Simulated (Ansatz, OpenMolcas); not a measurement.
Strength of the C–H bond: CHF3 → CF3 + H

Species: CHF3 (trifluoromethane) `FC(F)F`, singlet; CF3 (trifluoromethyl radical) `F[C](F)F`, doublet; H atom, doublet. 

Shapes, held fixed at every level: PBE0-D4/def2-TZVP. Programs: Ansatz 0.2.0, OpenMolcas 26.06. A level may come from different programs for different species; with the same settings they agree closely. The zero-point and thermal change to 298 K, harmonic and unscaled (PBE0-D4/def2-TZVP), is -28.3 kJ/mol.

```
               level                    kind  ΔH(298 K) (kJ/mol)  less CCSD(T)/CBS estimate
    SPW92/def2-TZVPP                     LDA              +466.4                      +15.8
    revPBE/def2-SVPD                     GGA              +413.3                      -37.3
     BHLYP/def2-SVPD           global hybrid              +435.2                      -15.4
      PBE0/def2-SVPD           global hybrid              +426.5                      -24.1
  wB97M-V/def2-TZVPP  range-separated hybrid              +445.8                       -4.8
    B2PLYP/def2-SVPD           double hybrid              +433.4                      -17.2
  CCSD(T)/def2-TZVPP   coupled cluster or CI              +443.1                       -7.5
CCSD(T)/CBS estimate   coupled cluster or CI              +450.6                        0.0
```

The highest level, CCSD(T)/CBS estimate, gives ΔH(298 K) = +450.6 kJ/mol; the levels span +413.3 to +466.4. The column of differences is taken from that level and isn't an error. No measured value is set beside it here. Open shells run unrestricted unless RO is named. The CBS estimate extrapolates MP2 from def2-TZVPP and def2-QZVPP and adds CCSD(T) − MP2 in the triple-zeta set, cores frozen.
